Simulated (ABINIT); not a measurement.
Crystal: MgB2.

```
Mg B
1.0
     3.08500    0.00000    0.00000
    -1.54250    2.67169    0.00000
     0.00000    0.00000    3.52300
Mg B
1 2
Direct
  0.00000 0.00000 0.00000
  0.66667 0.33333 0.50000
  0.33333 0.66667 0.50000
```

Base run:

```yaml
Program: ABINIT 10.8.3 (patched build)
Functional: LDA
Potentials_or_basis: PseudoDojo NC SR LDA v0.4.1 standard
Cutoff: 1088 eV
k_mesh: 8 × 8 × 6
Occupations: fermi-dirac, width 0.05 eV
Spin: no spin polarisation
```

Its results: band gap on the k mesh none (metal or under the smearing width); pressure -7.4 GPa.

Q: The run is repeated on the same cell with these changes: functional from LDA to PBEsol; potentials or basis from PseudoDojo NC SR LDA v0.4.1 standard to PseudoDojo NC SR PBEsol v0.4.1 standard; cutoff from 1088 eV to 1034 eV. What comes out?

A: Band gap on the k mesh none (metal or under the smearing width); pressure -3.3 GPa.
